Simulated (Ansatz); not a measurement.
Born–Oppenheimer molecular dynamics of a periodic cell of 12 atoms, CaF$_{2}$ (start crystal CaF2, start structure Fm-3m, volume 1.05 times the crystal's). It starts from a structure without forces on its atoms.

All numbers below come from Ansatz 0.2.0, DFT PBE, scalar-relativistic, plane waves, PAW. Settings: PAW set soft_1, cutoff 420 eV, k mesh 2x2x2, fermi-dirac smearing 0.17 eV, no spin polarisation.

```json
{
 "ensemble": "NVT, Langevin thermostat",
 "time step": "2 fs",
 "steps asked": "250",
 "set temperature": "2000 K",
 "friction": "0.02 /fs",
 "seed": "978080"
}
```

Frames 20 fs apart, positions in Å, forces in eV/Å.

Velocities at 60.0 fs (Å/ps):

```
Ca 5.08 15.54 -2.08
F -1.48 6.73 7.26
F 10.67 8.53 15.78
Ca 4.27 -5.53 4.66
F -2.05 -6.90 3.11
F -3.10 9.23 9.31
Ca 3.33 0.60 2.72
F 4.49 1.19 4.28
F 2.95 -3.33 -6.00
Ca 0.99 -2.05 4.31
F 7.49 19.14 -3.38
F -0.32 -9.08 0.18
```

```xyz
12
Lattice="5.4093 0.0000 0.0000 0.0000 5.4093 0.0000 0.0000 0.0000 5.4093" Properties=species:S:1:pos:R:3:forces:R:3 time_fs=60.0 energy_less_start_eV=2.647 T=1398
Ca 0.137 0.280 0.273 0.34 -2.39 -0.92
F 1.408 1.288 1.957 -0.94 1.17 -0.31
F 4.342 4.089 4.361 -0.36 -0.45 -0.41
Ca 2.766 3.045 0.234 0.41 0.28 -1.02
F 4.494 4.160 1.522 -1.65 -0.51 0.70
F 1.284 1.695 4.804 0.48 1.23 -1.50
Ca 2.946 0.074 2.599 -1.99 -3.75 -1.10
F 4.029 1.158 3.628 2.99 3.44 2.58
F 1.406 4.197 1.367 0.81 -0.45 1.10
Ca 0.115 2.725 2.953 0.25 1.08 0.66
F 1.567 4.378 4.250 0.19 -0.05 -0.94
F 3.929 1.380 0.889 -0.53 0.39 1.15
12
Lattice="5.4093 0.0000 0.0000 0.0000 5.4093 0.0000 0.0000 0.0000 5.4093" Properties=species:S:1:pos:R:3:forces:R:3 time_fs=80.0 energy_less_start_eV=2.366 T=1564
Ca 0.183 0.445 0.224 -0.16 -2.47 -0.25
F 1.341 1.373 2.046 0.40 -0.70 -0.94
F 4.399 4.175 4.582 0.33 0.07 -1.08
Ca 2.829 3.014 0.259 2.36 0.54 -0.97
F 4.306 4.087 1.623 0.71 -0.42 0.68
F 1.385 1.916 4.836 -1.15 -0.20 -1.69
Ca 2.958 -0.019 2.667 1.90 1.48 -0.51
F 4.104 1.484 3.958 0.10 -0.08 -0.16
F 1.617 4.154 1.407 -1.50 0.69 0.53
Ca 0.192 2.723 3.001 -0.79 2.48 0.81
F 1.748 4.638 3.966 -2.26 -1.58 2.52
F 3.894 1.330 1.075 0.05 0.18 1.07
12
Lattice="5.4093 0.0000 0.0000 0.0000 5.4093 0.0000 0.0000 0.0000 5.4093" Properties=species:S:1:pos:R:3:forces:R:3 time_fs=100.0 energy_less_start_eV=1.909 T=1467
Ca 0.156 0.404 0.099 0.42 -0.67 0.11
F 1.119 1.328 1.862 0.37 0.21 0.26
F 4.241 4.304 4.552 0.49 0.51 -1.50
Ca 2.915 3.020 0.223 -0.43 0.70 0.08
F 4.224 3.967 1.606 0.94 0.64 1.02
F 1.385 2.103 4.676 -1.65 -1.24 -0.94
Ca 3.085 0.076 2.683 -1.33 -0.43 1.81
F 4.009 1.669 4.318 0.87 -0.63 -1.77
F 1.574 4.315 1.447 -0.39 -0.49 -0.37
Ca 0.180 2.874 2.962 0.10 1.07 0.55
F 1.555 4.616 3.964 -0.58 -0.01 0.76
F 3.792 1.372 1.300 1.19 0.34 -0.01
12
Lattice="5.4093 0.0000 0.0000 0.0000 5.4093 0.0000 0.0000 0.0000 5.4093" Properties=species:S:1:pos:R:3:forces:R:3 time_fs=120.0 energy_less_start_eV=2.762 T=1261
Ca 0.152 0.388 -0.030 0.94 1.36 1.90
F 1.020 1.470 1.946 0.54 -0.01 -0.69
F 4.352 4.521 4.256 -0.88 -1.10 0.42
Ca 3.004 3.147 0.293 -2.38 -0.86 -1.86
F 4.206 3.810 1.726 0.11 2.50 0.11
F 1.183 2.164 4.475 1.50 -1.33 2.28
Ca 3.127 0.183 2.820 -2.40 -0.74 1.14
F 4.002 1.724 4.290 0.10 0.11 -0.44
F 1.552 4.582 1.433 0.22 -1.17 -0.23
Ca 0.220 3.091 3.009 0.38 0.54 -0.59
F 1.494 4.655 4.138 0.90 0.04 -0.13
F 3.801 1.450 1.504 0.97 0.66 -1.91
12
Lattice="5.4093 0.0000 0.0000 0.0000 5.4093 0.0000 0.0000 0.0000 5.4093" Properties=species:S:1:pos:R:3:forces:R:3 time_fs=140.0 energy_less_start_eV=2.315 T=1745
Ca 0.169 0.313 0.028 -0.33 1.59 1.93
F 1.092 1.754 2.002 0.96 -1.76 -1.35
F 4.327 4.412 4.068 -0.35 0.07 2.62
Ca 2.936 3.234 0.318 -0.68 -1.17 -1.10
F 4.290 4.201 1.640 0.38 1.00 -0.80
F 1.240 2.127 4.646 0.57 -0.17 0.40
Ca 3.060 0.277 3.084 -1.30 1.69 -3.00
F 4.146 1.747 4.113 0.25 0.51 0.46
F 1.711 4.591 1.417 -0.79 0.05 0.56
Ca 0.213 3.215 2.987 0.84 -0.22 0.16
F 1.585 4.765 4.205 -0.24 -1.08 0.10
F 3.701 1.509 1.315 0.69 -0.51 0.03
12
Lattice="5.4093 0.0000 0.0000 0.0000 5.4093 0.0000 0.0000 0.0000 5.4093" Properties=species:S:1:pos:R:3:forces:R:3 time_fs=160.0 energy_less_start_eV=1.886 T=2026
Ca 0.228 0.357 0.245 -0.77 1.71 -0.04
F 1.265 1.627 1.907 -0.61 0.59 0.65
F 4.121 4.402 4.295 1.16 0.84 -1.18
Ca 2.912 3.221 0.155 -0.06 -1.29 0.75
F 4.283 4.535 1.320 0.07 -1.25 1.97
F 1.237 2.069 4.744 0.82 0.21 -0.82
Ca 2.867 0.396 3.006 0.65 1.30 -1.24
F 4.370 1.820 3.926 -0.87 -0.23 0.10
F 1.596 4.545 1.420 0.20 -0.73 1.05
Ca 0.312 3.451 3.006 -0.66 -1.79 -0.62
F 1.629 4.635 4.298 -0.76 0.03 -0.20
F 3.683 1.482 1.265 0.83 0.60 -0.43
12
Lattice="5.4093 0.0000 0.0000 0.0000 5.4093 0.0000 0.0000 0.0000 5.4093" Properties=species:S:1:pos:R:3:forces:R:3 time_fs=180.0 energy_less_start_eV=2.606 T=1378
Ca 0.262 0.412 0.406 -1.64 -0.09 -2.77
F 1.097 1.470 1.884 -0.36 3.12 1.15
F 4.187 4.495 4.507 1.26 0.66 -1.39
Ca 3.067 3.051 0.110 0.24 1.61 0.31
F 4.320 4.605 1.547 -0.32 -1.20 1.44
F 1.388 2.176 4.708 -0.43 -1.16 -0.94
Ca 2.652 0.656 2.844 2.82 -0.97 1.42
F 4.379 1.811 3.944 -0.66 0.17 0.12
F 1.580 4.578 1.558 0.92 -1.49 -0.03
Ca 0.381 3.545 3.071 -2.03 -1.59 -0.19
F 1.694 4.618 4.284 -0.06 1.07 0.38
F 3.897 1.604 1.281 0.27 -0.13 0.49
12
Lattice="5.4093 0.0000 0.0000 0.0000 5.4093 0.0000 0.0000 0.0000 5.4093" Properties=species:S:1:pos:R:3:forces:R:3 time_fs=200.0 energy_less_start_eV=2.723 T=1617
Ca 0.227 0.482 0.378 -0.85 -0.48 -0.37
F 0.863 1.540 2.067 0.79 0.70 0.20
F 4.418 4.575 4.412 -0.92 0.74 0.38
Ca 3.268 3.050 0.134 -2.17 4.61 -0.93
F 4.262 4.469 1.760 0.79 0.40 -0.36
F 1.536 2.301 4.559 0.30 -1.53 0.12
Ca 2.650 0.798 2.862 1.33 -1.51 1.23
F 4.435 1.968 4.160 -0.78 -1.62 -0.17
F 1.845 4.461 1.767 -0.95 -0.31 -0.06
Ca 0.237 3.373 3.165 0.84 1.22 -1.29
F 1.534 4.810 4.565 1.17 0.25 -1.07
F 3.997 1.814 1.368 0.45 -2.47 2.34
12
Lattice="5.4093 0.0000 0.0000 0.0000 5.4093 0.0000 0.0000 0.0000 5.4093" Properties=species:S:1:pos:R:3:forces:R:3 time_fs=220.0 energy_less_start_eV=2.782 T=2435
Ca 0.148 0.474 0.363 0.03 2.02 0.97
F 0.961 1.524 2.149 0.94 -0.29 -0.80
F 4.523 4.651 4.447 -0.58 -0.09 -1.69
Ca 3.251 3.366 0.075 -0.76 0.30 2.20
F 4.393 4.674 1.531 -0.35 -1.01 1.47
F 1.709 2.451 4.381 0.14 -0.82 0.56
Ca 2.624 0.821 3.039 2.25 -1.21 -0.04
F 4.433 1.905 4.233 -0.96 -0.77 0.56
F 1.878 4.279 1.878 -0.33 -0.02 0.23
Ca 0.194 3.237 3.151 0.09 1.81 -2.23
F 1.703 5.140 4.741 1.87 -0.88 -1.22
F 4.283 1.875 1.506 -2.33 0.98 0.00
12
Lattice="5.4093 0.0000 0.0000 0.0000 5.4093 0.0000 0.0000 0.0000 5.4093" Properties=species:S:1:pos:R:3:forces:R:3 time_fs=240.0 energy_less_start_eV=2.670 T=1986
Ca 0.102 0.706 0.472 1.27 0.74 -1.65
F 1.219 1.506 2.024 0.81 -0.12 0.16
F 4.669 4.642 4.326 0.30 0.56 -1.35
Ca 3.255 3.690 0.138 -2.34 -3.19 -0.20
F 4.408 4.678 1.324 1.43 0.71 3.68
F 1.722 2.588 4.411 -0.10 -0.89 0.49
Ca 2.767 0.739 3.262 1.98 1.02 -2.59
F 4.365 1.853 4.420 -0.10 0.56 -0.41
F 2.018 4.156 2.094 -0.21 0.56 -0.08
Ca 0.246 3.179 2.987 -0.45 0.71 -0.41
F 1.995 5.269 4.798 -1.58 -0.61 2.11
F 4.245 2.088 1.629 -1.00 -0.05 0.25
12
Lattice="5.4093 0.0000 0.0000 0.0000 5.4093 0.0000 0.0000 0.0000 5.4093" Properties=species:S:1:pos:R:3:forces:R:3 time_fs=260.0 energy_less_start_eV=2.495 T=2529
Ca 0.061 0.836 0.370 1.41 -0.50 0.37
F 1.578 1.548 2.106 -1.13 0.04 -1.46
F 4.868 4.667 4.112 -0.59 0.55 1.21
Ca 3.038 3.747 0.311 1.79 -1.37 1.05
F 4.604 4.744 1.647 0.51 0.44 -0.78
F 1.800 2.639 4.528 -1.41 -0.84 -0.41
Ca 3.029 0.705 3.321 0.86 0.21 -0.07
F 4.368 2.000 4.492 0.01 0.93 -0.45
F 2.279 4.406 2.341 -1.25 -1.15 -0.27
Ca 0.333 3.138 2.701 0.73 1.78 2.25
F 2.072 5.458 5.219 -0.46 0.93 -0.50
F 4.144 2.181 1.807 -0.48 -1.01 -0.93
12
Lattice="5.4093 0.0000 0.0000 0.0000 5.4093 0.0000 0.0000 0.0000 5.4093" Properties=species:S:1:pos:R:3:forces:R:3 time_fs=280.0 energy_less_start_eV=3.160 T=1128
Ca 0.172 0.853 0.268 0.53 0.25 0.64
F 1.748 1.538 2.071 -1.07 0.34 -0.63
F 4.829 4.844 4.063 1.01 -0.33 1.94
Ca 2.978 3.754 0.552 1.26 -1.23 -0.19
F 4.667 4.810 1.747 0.30 0.50 -1.79
F 1.819 2.651 4.496 -0.81 -0.20 0.51
Ca 3.403 0.747 3.356 -1.85 1.05 -0.61
F 4.483 2.317 4.589 0.02 0.05 -0.24
F 2.308 4.385 2.648 -0.07 -0.01 -0.67
Ca 0.541 3.225 2.576 -0.60 0.37 2.80
F 2.178 5.643 5.453 0.79 -0.51 -1.04
F 4.205 2.167 1.837 0.51 -0.28 -0.72
```

Of the whole run (500 fs, mean temperature of the second half 1993 K): A run of 0.5 ps of so small a system gives no equilibrium averages. Limits of this set-up: coarse k mesh.

Time of the run: 14 min on 1 thread of Arm Neoverse V2, with other jobs on the host, peak memory 0.47 GiB.
